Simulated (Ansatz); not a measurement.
## TiC: strain energy, fitted

TiC, Fm-3m, a = 4.328 Å. Ansatz: r2SCAN, PAW, 500 eV, Γ-centred 18×18×12 mesh on 4 atoms, Gaussian smearing 0.10 eV; no spin polarisation. Series: equal strain along all axes, cell held, atoms fixed by symmetry; x is the strain in per cent. y is the free energy over the unstrained cell, V0 = 10.133 Å³/atom.

| x (%) | y (meV/atom) |
| --- | --- |
| -6.0 | 322.39 |
| -4.0 | 134.71 |
| -2.0 | 31.67 |
| 0.0 | 0.00 |
| 2.0 | 28.21 |
| 4.0 | ? |
| 6.0 | 225.89 |

Fit y = c2 x² + c3 x³ to the other rows, turn c2 into a modulus, and predict the missing energy.

Least squares on the rows shown. y = 7.6059 x² − 0.22253 x³. In eV per unit strain² c2 is 76.06; the stiffness is B for this strain (E = 9/2 B V0 ε², shape held): 2 × 76.06 × 160.2 / (9 × 10.133) = 267 GPa. At x = 4.0 the fit asked for gives 107.45 meV/atom. The run gave 106.37 meV/atom, so the fit is 1.08 meV/atom too high, within twice the rms miss on the fitted rows (0.67 meV/atom).